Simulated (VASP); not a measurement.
Runs of VASP 6.6.1 on Sc. All rows change the cell; the cell of one of them follows. Symmetry: I4/mmm, No. 139, tetragonal system. Conventional cell: a = 3.050 Å, b = 3.050 Å, c = 4.541 Å, α = 90.00°, β = 90.00°, γ = 90.00°. Sc (site symmetry 4/mmm) has 12 Sc at 3.05 to 3.13 Å as nearest neighbours. This isn't the form of Sc at room conditions, which is hcp.

| cell | gap on the mesh (eV) | pressure (GPa) |
| --- | --- | --- |
| strain -0.050 along x and y, +0.000 along z, atoms carried along | none | 10.2 |
| strain -0.050 along x and y, -0.050 along z, atoms carried along | none | (a) |
| strain +0.000 along x and y, -0.050 along z, atoms carried along | none | 6.3 |
| strain -0.050 along x and y, +0.050 along z, atoms carried along | none | 6.4 |

Alike in all rows: task single point; level PBE; potentials or basis VASP PAW PBE potentials, release 64 (Sc_sv); no spin polarisation; k mesh 18 × 18 × 18; cutoff (eV) 520; smearing gaussian 0.15 eV.

Q: Estimate the missing entries.

A: (a) 14.6.

A gap of «none» marks a metal or a gap under the smearing width.
